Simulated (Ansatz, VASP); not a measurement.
## One calculation of Mg, two programs

Contents of INCAR:

```
SYSTEM = Mg
PREC = Accurate
ENCUT = 520
EDIFF = 1E-6
ISMEAR = 0
SIGMA = 0.1
LREAL = .False.
LASPH = .True.
NELM = 60
ALGO = Normal
ISIF = 2
LWAVE = .False.
LCHARG = .True.
GGA = PE
LELF = .True.
LVHAR = .True.
NBANDS = 7
```

The input KPOINTS:

```
Automatic mesh
0
Gamma
  8 8 8
  0 0 0
```

POSCAR

```
Mg
1.0
   -1.7727644967      1.7727644967      1.7727644967
    1.7727644967     -1.7727644967      1.7727644967
    1.7727644967      1.7727644967     -1.7727644967
Mg
1
Direct
    0.0000000000      0.0000000000      0.0000000000
```

Input for Ansatz:

```yaml
crystal:
  lattice:
    - [-1.7727644967, 1.7727644967, 1.7727644967]
    - [1.7727644967, -1.7727644967, 1.7727644967]
    - [1.7727644967, 1.7727644967, -1.7727644967]
  atoms:
    - { symbol: Mg, position: [0.0, 0.0, 0.0] }
basis:
  ecutwfc: 420
kpoints:
  mp_grid: { grid: [8, 8, 8] }
hamiltonian:
  xc: pbe
scf:
  occupations: { method: gaussian, width: 0.1 }
output:
  forces: true
  stress: true
  eigenvalues: true
```

This isn't the form of Mg at room conditions, which is hcp.

Alike in both runs: task single point; functional PBE; k mesh 8 × 8 × 8; occupations gaussian, width 0.1 eV; no spin polarisation.

|  | VASP | Ansatz |
| --- | --- | --- |
| version | VASP 6.6.1 | Ansatz 0.2.0 |
| potentials or method | VASP PAW PBE potentials, release 64 (Mg) | scalar-relativistic, plane waves, PAW |
| plane-wave cutoff (eV) | 520 | 420 |
| valence electrons in the cell | 2 | 10 |

Ansatz gave:

```
gap on the k mesh at the Fermi level (eV) : none
pressure (GPa)                            : 0.9
```

Task: Estimate VASP's values.

Result: gap on the k mesh at the Fermi level (eV): none; pressure (GPa): 0.8.

A gap of «none» marks a metal or a gap that the smearing closes. The two sets of potentials don't hold the same shells in valence.
